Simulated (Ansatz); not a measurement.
**ZnCu: how the settings move a single-point run**

Question: which choices in the input matter for ZnCu?

Method: reference: DFT, PBE, all-electron LAPW, scalar-relativistic, in Ansatz 0.2.0.

## Step 1: The starting structure

The structure is cubic, space group Pm-3m (No. 221). The conventional cell has a = 2.925 Å, b = 2.925 Å, c = 2.925 Å, α = 90.00°, β = 90.00°, γ = 90.00°. Around Zn (site symmetry m-3m) lie 8 Cu at 2.53 Å. Cu (site symmetry m-3m) has 8 Zn at 2.53 Å as nearest neighbours.

Coordinates:

```xyz
2
Lattice="2.9252 0.0000 0.0000 0.0000 2.9252 0.0000 0.0000 0.0000 2.9252" Properties=species:S:1:pos:R:3 pbc="T T T"
Zn    1.4626    1.4626    1.4626
Cu    0.0000    0.0000    0.0000
```

## Step 2: Reference

input.yaml reads:

```yaml
crystal:
  lattice:
    - [2.9252343038, 0.0, 0.0]
    - [0.0, 2.9252343038, 0.0]
    - [0.0, 0.0, 2.9252343038]
  atoms:
    - { symbol: Zn, position: [0.5, 0.5, 0.5] }
    - { symbol: Cu, position: [0.0, 0.0, 0.0] }
kpoints:
  mp_grid: { grid: [14, 14, 14] }
scf:
  occupations: { method: fermi_dirac, width: 0.05 }
hamiltonian:
  xc: pbe
  pseudopotentials: { kind: all_electron, lapw: { basis_error: 0.0005 } }
output:
  forces: true
  stress: true
  eigenvalues: true
```

Started as:

```
ansatz run input.yaml --threads 1 --pin off --max-ram 2048MiB --backend cpu --events-out ev --progress --plain --runs-dir out
```

## Step 3: Changing settings: occupations.method cold, occupations.width 0.2, dr2_threshold 1.0e-06

input.yaml: that of step 2 with these lines changed.

```diff
@@ -11,3 +11,4 @@
 scf:
-  occupations: { method: fermi_dirac, width: 0.05 }
+  occupations: { method: cold, width: 0.2 }
+  convergence: { dr2_threshold: 1.0e-06 }
 hamiltonian:
```

What does the calculation give? Wanted: for each run, ending; energy change; pressure; gap; force.

The runs gave:

```
                                                                     run     ending        energy change  pressure (GPa)  gap (eV)  force (eV/Å)  cycles  time
                                                               reference  converged                    0             4.9      0.00          0.00      10  32 s
1: occupations.method cold, occupations.width 0.2, dr2_threshold 1.0e-06  converged  +0.1 meV/atom (σ→0)             4.9      0.00          0.00       9  35 s
```

Residual by cycle in the longest SCF loop of each run; runs are numbered as in the table. The quantity is the density residual dr2, in eV.

```
cycle  reference   run 1
    1      0.407   0.405
    2      0.471    0.47
    3     0.0835  0.0831
    4     0.0187  0.0186
    5     7.8e-4  7.8e-4
    6     8.4e-4  8.3e-4
    7     1.7e-6  1.8e-6
    8     2.4e-6  2.4e-6
    9     3.4e-8  3.5e-8
   10    3.6e-10       -
```

**Reading.** Changing the smearing and convergence setting leaves the energy as it was (+0.1 meV/atom). Cost: 9 SCF cycles against 10.
